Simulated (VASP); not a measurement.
# SnS (Pnma) in VASP: a series of runs, part 2 of 2

VASP 6.6.1.

## (3) Relaxation of cell and atoms, r2SCAN

This run uses another cell than the first one, of 24.19 Å³/atom, 1.033 times its volume.

INCAR

```
PREC = Accurate
ENCUT = 600
EDIFF = 1E-6
ISMEAR = 0
SIGMA = 0.03
LREAL = F
LASPH = T
NELM = 80
ALGO = Normal
ISIF = 3
LWAVE = F
LCHARG = F
METAGGA = R2SCAN
LMIXTAU = T
IBRION = 2
NSW = 90
EDIFFG = -0.01
KPAR = 2
```

KPOINTS

```
Automatic mesh
0
Gamma
  4 8 6
```

POSCAR

```
SnS
1.0
   11.2000000000      0.0000000000      0.0000000000
    0.0000000000      3.9870000000      0.0000000000
    0.0000000000      0.0000000000      4.3340000000
Sn S
4 4
Direct
    0.1194000000      0.2500000000      0.1198000000
    0.3806000000      0.7500000000      0.6198000000
    0.6194000000      0.2500000000      0.3802000000
    0.8806000000      0.7500000000      0.8802000000
    0.8508000000      0.2500000000      0.4793000000
    0.6492000000      0.7500000000      0.9793000000
    0.3508000000      0.2500000000      0.0207000000
    0.1492000000      0.7500000000      0.5207000000
```

Potentials or basis: VASP PAW PBE potentials, release 64 (Sn_d, S).

The run is started by

```sh
> cat potpaw_PBE.64/Sn_d/POTCAR potpaw_PBE.64/S/POTCAR > POTCAR
> mpirun -np 2 vasp_std > vasp.out
```

Wall time 3.3 h (2 MPI ranks of AMD EPYC 9R45 (Zen 5), shared host); peak memory 0.68 GiB.

The run converged. Its results:

```
Free energy                            : -134.8886 eV
Relaxed volume                         : 25.48 Å³/atom
Relaxed cell                           : a = 11.336 Å, b = 3.962 Å, c = 4.540 Å, α = 90.00°, β = 90.00°, γ = 90.00°
Space group after relaxing (to 0.05 Å) : Pnma (No. 62)
Energy gained by relaxing              : 6.7 meV/atom
Ionic steps                            : 25
Pressure after relaxing                : 0.0 GPa
Largest force after relaxing           : 0.007 eV/Å
Band gap on the k mesh                 : 1.26 eV, indirect (least direct gap 1.74 eV)
```

Forces in eV/Å, atoms in the order of the input:
```
Sn   0.004  0.000  0.006
Sn  -0.004  0.000  0.006
Sn   0.004  0.000 -0.006
Sn  -0.004  0.000 -0.006
S    0.004  0.000 -0.006
S   -0.004  0.000 -0.006
S    0.004  0.000  0.006
S   -0.004  0.000  0.006
```

The path:
```csv
step,energy change (eV),largest force (eV/Å),pressure (GPa),volume (Å³)
1,0.0000,0.0850,1.10,193.53
2,-0.0164,0.1883,-0.24,198.21
3,-0.0164,0.1834,-0.18,197.99
4,-0.0284,0.1328,-0.13,199.02
5,-0.0464,0.0252,0.07,202.01
6,-0.0471,0.0603,0.14,202.73
7,-0.0501,0.0257,-0.21,204.46
8,-0.0501,0.0286,-0.26,204.71
9,-0.0521,0.0274,0.00,204.29
10,-0.0521,0.0291,0.02,204.25
11,-0.0524,0.0231,-0.03,204.31
12,-0.0526,0.0267,-0.09,204.43
13,-0.0527,0.0229,-0.07,204.32
14,-0.0530,0.0174,0.00,204.01
15,-0.0529,0.0238,0.15,203.38
16,-0.0530,0.0159,0.06,203.78
17,-0.0532,0.0120,0.03,203.83
18,-0.0533,0.0145,-0.04,203.97
19,-0.0534,0.0113,0.00,203.85
20,-0.0534,0.0125,0.01,203.82
21,-0.0534,0.0151,0.03,203.76
22,-0.0534,0.0134,0.02,203.80
23,-0.0534,0.0109,-0.01,203.84
24,-0.0535,0.0081,-0.04,203.91
25,-0.0535,0.0073,-0.03,203.88
```

Final structure:
```yaml
crystal:
  lattice:
    - [11.33564, 0.00000, 0.00000]
    - [0.00000, 3.96197, 0.00000]
    - [0.00000, 0.00000, 4.53959]
  atoms:
    - { symbol: Sn, position: [0.12069, 0.25000, 0.13168] }
    - { symbol: Sn, position: [0.37931, 0.75000, 0.63168] }
    - { symbol: Sn, position: [0.62069, 0.25000, 0.36832] }
    - { symbol: Sn, position: [0.87931, 0.75000, 0.86832] }
    - { symbol: S, position: [0.84802, 0.25000, 0.49027] }
    - { symbol: S, position: [0.65198, 0.75000, 0.99027] }
    - { symbol: S, position: [0.34802, 0.25000, 0.00973] }
    - { symbol: S, position: [0.15198, 0.75000, 0.50973] }
```

Levels at points of the mesh, in eV from the valence-band top:
| k point | band 38 | band 39 | band 40 | band 41 | band 42 | band 43 |
| --- | --- | --- | --- | --- | --- | --- |
| (0.00, 0.00, 0.00) | -0.96 | -0.89 | -0.29 | 1.45 | 2.99 | 3.16 |
| (0.50, 0.00, 0.00) | -2.10 | -0.52 | -0.52 | 2.78 | 2.78 | 2.94 |
| (0.00, 0.50, 0.00) | -1.18 | -1.01 | -1.01 | 1.71 | 1.71 | 1.84 |
| (0.50, 0.50, 0.00) | -1.22 | -1.22 | -1.22 | 1.96 | 1.96 | 1.96 |
| (0.00, 0.00, 0.50) | -1.03 | 0.00 | 0.00 | 1.90 | 1.90 | 2.39 |
| (0.50, 0.00, 0.50) | -0.88 | -0.01 | -0.01 | 1.92 | 1.92 | 2.37 |
| (0.00, 0.50, 0.50) | -2.18 | -1.32 | -1.32 | 3.13 | 3.13 | 3.18 |
| (0.50, 0.50, 0.50) | -1.52 | -1.52 | -1.52 | 3.00 | 3.00 | 3.00 |

Caveat: the PAW data sets were made with another functional, which shifts forces and pressure a little; spin-orbit coupling is left out, which moves the levels of the heavy elements. Zero-point motion and thermal expansion aren't in these numbers.

## (4) Relaxation of cell and atoms, PBE

This run uses another cell than the first one, of 24.19 Å³/atom, 1.033 times its volume.

INCAR

```
SYSTEM = SnS
PREC     = Accurate       ! precision mode
ENCUT    = 600            ! plane-wave cutoff, eV
EDIFF    = 1E-6           ! SCF threshold, eV
ISMEAR   = 0              ! smearing method
SIGMA    = 0.03           ! smearing width, eV
LREAL    = .False.        ! projectors in reciprocal space
LASPH    = .True.         ! aspherical terms in the spheres
NELM     = 80             ! most SCF steps
ALGO     = Normal         ! electronic algorithm
ISIF     = 3              ! what is computed and relaxed
LWAVE    = .False.        ! write WAVECAR
LCHARG   = .False.        ! write CHGCAR
GGA      = PE             ! functional
IBRION   = 2              ! ionic algorithm
NSW      = 90             ! ionic steps
EDIFFG   = -0.01          ! ionic threshold
KPAR     = 2
```

KPOINTS

```
regular mesh
0
Gamma
  4 8 6
  0 0 0
```

POSCAR is that of step 3.

Potentials or basis: VASP PAW PBE potentials, release 64 (Sn_d, S).

The run is started by

```sh
> cat potpaw_PBE.64/Sn_d/POTCAR potpaw_PBE.64/S/POTCAR > POTCAR
> mpirun -np 2 vasp_std > vasp.out
```

OUTCAR:

```text
SYSTEM = SnS
   PREC = Accurate
   ENCUT = 600
   EDIFF = 1E-6
   ISMEAR = 0
   LREAL = .False.
   LASPH = .True.
   NELM = 80
   ISIF = 3
   GGA = PE
   IBRION = 2
   NSW = 90
   EDIFFG = -0.01

 ion  position               nearest neighbor table
   1  0.119  0.250  0.120-   7 2.63   8 2.67   8 2.67   4 3.49   4 3.49
   2  0.381  0.750  0.620-   8 2.63   7 2.67   7 2.67   3 3.49   3 3.49
   3  0.619  0.250  0.380-   5 2.63   6 2.67   6 2.67   2 3.49   2 3.49
   4  0.881  0.750  0.880-   6 2.63   5 2.67   5 2.67   1 3.49   1 3.49
   5  0.851  0.250  0.479-   3 2.63   4 2.67   4 2.67
   6  0.649  0.750  0.979-   4 2.63   3 2.67   3 2.67
   7  0.351  0.250  0.021-   1 2.63   2 2.67   2 2.67
   8  0.149  0.750  0.521-   2 2.63   1 2.67   1 2.67

  LATTYP: Found a simple orthorhombic cell.
 ALAT       =     3.9870000000
 B/A-ratio  =     1.0870328568
 C/A-ratio  =     2.8091296714

  Lattice vectors:

 A1 = (   0.0000000000,   3.9870000000,   0.0000000000)
 A2 = (   0.0000000000,   0.0000000000,   4.3340000000)
 A3 = (  11.2000000000,   0.0000000000,   0.0000000000)

Analysis of symmetry for initial positions (statically):
=====================================================================
 Subroutine PRICEL returns:
 Original cell was already a primitive cell.

 Routine SETGRP: Setting up the symmetry group for a
 simple orthorhombic supercell.

 Subroutine GETGRP returns: Found  8 space group operations
 (whereof  2 operations were pure point group operations)
 out of a pool of  8 trial point group operations.

The static configuration has the point symmetry S_2 .
 The point group associated with its full space group is D_2h.

Analysis of symmetry for dynamics (positions and initial velocities):
=====================================================================
 Subroutine PRICEL returns:
 Original cell was already a primitive cell.

 Routine SETGRP: Setting up the symmetry group for a
 simple orthorhombic supercell.
[... 163 lines left out ...]
  ---------------------------------------------------
  ext. energy  EPLUGINS =         0.00000000
  ---------------------------------------------------
  free energy    TOTEN  =       -35.39894159 eV

  energy without entropy =      -35.39894159  energy(sigma->0) =      -35.39894159

------------------------ aborting loop because EDIFF is reached ----------------------------------------

  FORCE on cell =-STRESS in cart. coord.  units (eV):
  Direction    XX          YY          ZZ          XY          YZ          ZX
  --------------------------------------------------------------------------------------
  -------------------------------------------------------------------------------------
  Total        2.9290742      2.7318109      2.5882919      0.0000000      0.0000000      0.0000000
  in kB       24.2486624     22.6155969     21.4274591      0.0000000      0.0000000      0.0000000
  external PRESSURE =      22.7639061 kB  Pullay stress =       0.0000000 kB
[... 107 lines left out ...]
  FREE ENERGIE OF THE ION-ELECTRON SYSTEM (eV)
  ---------------------------------------------------
  free  energy   TOTEN  =       -35.4486153390 eV

  energy  without entropy=      -35.4486153390  energy(sigma->0) =      -35.44861534

[... ionic steps 4 to 11 ...]

--------------------------------------- Ionic step       12  -------------------------------------------

 number of electron      80.0000009 magnetization

------------------------ aborting loop because EDIFF is reached ----------------------------------------
[... 79 lines left out ...]
--------------------------------------- Ionic step       14  -------------------------------------------

 number of electron      80.0000009 magnetization

 Free energy of the ion-electron system (eV)
  ---------------------------------------------------
  ext. energy  EPLUGINS =         0.00000000
  ---------------------------------------------------
  free energy    TOTEN  =       -35.46098464 eV

  energy without entropy =      -35.46098464  energy(sigma->0) =      -35.46098464

 E-fermi :   5.5700     XC(G=0):  -9.5707

 val. band max:        5.4132279266   @ k =   0.5000   0.0000   0.5000
 cond. band min:       6.4478097178   @ k =   0.0000   0.3750   0.0000
 fundamental gap:      1.0345817912
 Fermi energy:         5.5699810330

 k-point     1 :       0.0000    0.0000    0.0000
  band No.  band energies     occupation
      1     -15.6919      2.00000
      2     -15.6823      2.00000
      3     -15.6758      2.00000
      4     -15.6719      2.00000
      5     -15.6687      2.00000
      6     -15.6650      2.00000
[... 1213 lines left out ...]
     47       9.1825      0.00000
     48       9.1825      0.00000

 [... further k-points ...]

------------------------ aborting loop because EDIFF is reached ----------------------------------------

  FORCE on cell =-STRESS in cart. coord.  units (eV):
  Direction    XX          YY          ZZ          XY          YZ          ZX
  --------------------------------------------------------------------------------------
  -------------------------------------------------------------------------------------
  Total       -0.0066395     -0.0085494     -0.0339924      0.0000000      0.0000000      0.0000000
  in kB       -0.0519654     -0.0669135     -0.2660472      0.0000000      0.0000000      0.0000000
  external PRESSURE =      -0.1283087 kB  Pullay stress =       0.0000000 kB
[... 23 lines left out ...]
  FREE ENERGIE OF THE ION-ELECTRON SYSTEM (eV)
  ---------------------------------------------------
  free  energy   TOTEN  =       -35.4609846413 eV

  energy  without entropy=      -35.4609846413  energy(sigma->0) =      -35.46098464

 reached required accuracy - stopping structural energy minimisation
```

OSZICAR:

```text
N       E                     dE             d eps       ncg     rms          rms(c)
DAV:   1     0.955868453530E+03    0.95587E+03   -0.40195E+04  6256   0.244E+03
DAV:   2     0.135953882140E+03   -0.81991E+03   -0.79492E+03  5792   0.701E+02
DAV:   3    -0.246852451215E+02   -0.16064E+03   -0.15440E+03  6904   0.226E+02
[... 129 lines left out ...]
DAV:   1    -0.354609973355E+02   -0.14251E-04   -0.39706E-04  7248   0.170E-01    0.234E-02
DAV:   2    -0.354609889668E+02    0.83686E-05   -0.32911E-05  7448   0.565E-02    0.104E-02
DAV:   3    -0.354609862447E+02    0.27222E-05   -0.62912E-06  5096   0.236E-02    0.346E-03
DAV:   4    -0.354609852238E+02    0.10209E-05   -0.11360E-06  3176   0.711E-03    0.130E-03
DAV:   5    -0.354609846413E+02    0.58251E-06   -0.30210E-07  2928   0.441E-03
  14 F= -.35460985E+02 E0= -.35460985E+02  d E =-.544883E-04
```

CONTCAR:

```text
SnS
   1.00000000000000
    11.4557441108531251    0.0000000000000000    0.0000000000000000
     0.0000000000000000    4.0278206515717478   -0.0000000000000000
     0.0000000000000000   -0.0000000000000000    4.4364942177348183
  Sn              S
     4     4
Direct
     0.1221075868783485    0.2500000000000000    0.1236094723650714
     0.3778924131216515    0.7500000000000000    0.6236094723650714
     0.6221075868783487    0.2500000000000000    0.3763905276349286
     0.8778924131216513    0.7500000000000000    0.8763905276349286
     0.8500307810754565    0.2500000000000000    0.4808075089096152
     0.6499692189245435    0.7500000000000000    0.9808075089096152
     0.3500307810754565    0.2500000000000000    0.0191924910903848
     0.1499692189245434    0.7500000000000000    0.5191924910903848

  0.00000000E+00  0.00000000E+00  0.00000000E+00
  0.00000000E+00  0.00000000E+00  0.00000000E+00
  0.00000000E+00  0.00000000E+00  0.00000000E+00
  0.00000000E+00  0.00000000E+00  0.00000000E+00
  0.00000000E+00  0.00000000E+00  0.00000000E+00
  0.00000000E+00  0.00000000E+00  0.00000000E+00
  0.00000000E+00  0.00000000E+00  0.00000000E+00
  0.00000000E+00  0.00000000E+00  0.00000000E+00
```

It took 30 min on 2 MPI ranks of Intel Xeon Platinum 8488C (Sapphire Rapids), shared host; peak memory 0.65 GiB.

Results:

* Free energy: -35.4610 eV
* Relaxed volume: 25.59 Å³/atom
* Relaxed cell: a = 11.456 Å, b = 4.028 Å, c = 4.436 Å, α = 90.00°, β = 90.00°, γ = 90.00°
* Space group after relaxing (to 0.05 Å): Pnma (No. 62)
* Energy gained by relaxing: 7.8 meV/atom
* Ionic steps: 14
* Pressure after relaxing: 0.0 GPa
* Largest force after relaxing: 0.010 eV/Å
* Band gap on the k mesh: 1.03 eV, indirect (least direct gap 1.32 eV)

Forces on the atoms (eV/Å):
```
Sn  -0.004  0.000  0.009
Sn   0.004  0.000  0.009
Sn  -0.004  0.000 -0.009
Sn   0.004  0.000 -0.009
S   -0.004  0.000 -0.002
S    0.004  0.000 -0.002
S   -0.004  0.000  0.002
S    0.004  0.000  0.002
```

Step by step:
```tsv
step	energy change (eV)	largest force (eV/Å)	pressure (GPa)	volume (Å³)
1	0.0000	0.1392	2.28	193.53
2	-0.0413	0.2309	-0.75	203.32
3	-0.0497	0.1269	0.08	200.38
4	-0.0530	0.1042	0.07	200.95
5	-0.0590	0.0366	0.04	202.67
6	-0.0546	0.0962	0.03	206.14
7	-0.0600	0.0116	0.03	203.70
8	-0.0613	0.0237	-0.02	204.27
9	-0.0615	0.0332	-0.06	204.62
10	-0.0619	0.0162	0.07	204.43
11	-0.0620	0.0120	0.05	204.48
12	-0.0620	0.0163	-0.07	204.91
13	-0.0620	0.0103	0.01	204.68
14	-0.0620	0.0100	-0.01	204.71
```

Final structure:
```
Sn S
1.0
    11.45574    0.00000    0.00000
     0.00000    4.02782    0.00000
     0.00000    0.00000    4.43649
Sn S
4 4
Direct
  0.12211 0.25000 0.12361
  0.37789 0.75000 0.62361
  0.62211 0.25000 0.37639
  0.87789 0.75000 0.87639
  0.85003 0.25000 0.48081
  0.64997 0.75000 0.98081
  0.35003 0.25000 0.01919
  0.14997 0.75000 0.51919
```

Levels at points of the mesh, in eV from the valence-band top:
```csv
k point,band 36,band 37,band 38,band 39,band 40,band 41,band 42,band 43,band 44,band 45
"(0.00, 0.00, 0.00)",-1.88,-1.66,-1.04,-0.61,-0.34,1.17,3.08,3.10,3.11,3.46
"(0.50, 0.00, 0.00)",-1.95,-1.84,-1.84,-0.44,-0.44,2.72,2.72,2.87,2.87,4.06
"(0.00, 0.50, 0.00)",-1.83,-0.83,-0.83,-0.81,-0.81,1.48,1.48,1.66,1.66,2.42
"(0.50, 0.50, 0.00)",-2.13,-0.92,-0.92,-0.92,-0.92,1.74,1.74,1.74,1.74,2.78
"(0.00, 0.00, 0.50)",-1.58,-0.77,-0.77,-0.01,-0.01,1.66,1.66,2.06,2.06,2.54
"(0.50, 0.00, 0.50)",-1.93,-0.59,-0.59,0.00,0.00,1.65,1.65,2.05,2.05,2.58
"(0.00, 0.50, 0.50)",-3.06,-2.06,-2.06,-1.22,-1.22,2.95,2.95,3.10,3.10,4.67
"(0.50, 0.50, 0.50)",-3.50,-1.42,-1.42,-1.42,-1.42,2.85,2.85,2.85,2.85,4.51
```

Caveat: spin-orbit coupling is left out, which moves the levels of the heavy elements.

## (5) Summary

```tsv
level	gap on the mesh (eV)	pressure (GPa)	relaxed volume (Å³/atom)	largest force (eV/Å)
PBEsol	0.72	0.0	23.40	-
r2SCAN	1.26	0.0	25.48	0.01
PBE	1.03	0.0	25.59	0.01
```

Alike in all rows: task relaxation of cell and atoms; potentials or basis VASP PAW PBE potentials, release 64 (Sn_d, S); no spin polarisation; cell relaxed; k mesh 4 × 8 × 6; cutoff (eV) 600; smearing gaussian 0.03 eV.

Caveats: spin-orbit coupling is left out, which moves the levels of the heavy elements; the PAW data sets were made with another functional, which shifts forces and pressure a little (some runs).

Total energies depend on the potentials used, so only differences within one code and one set of settings carry meaning.
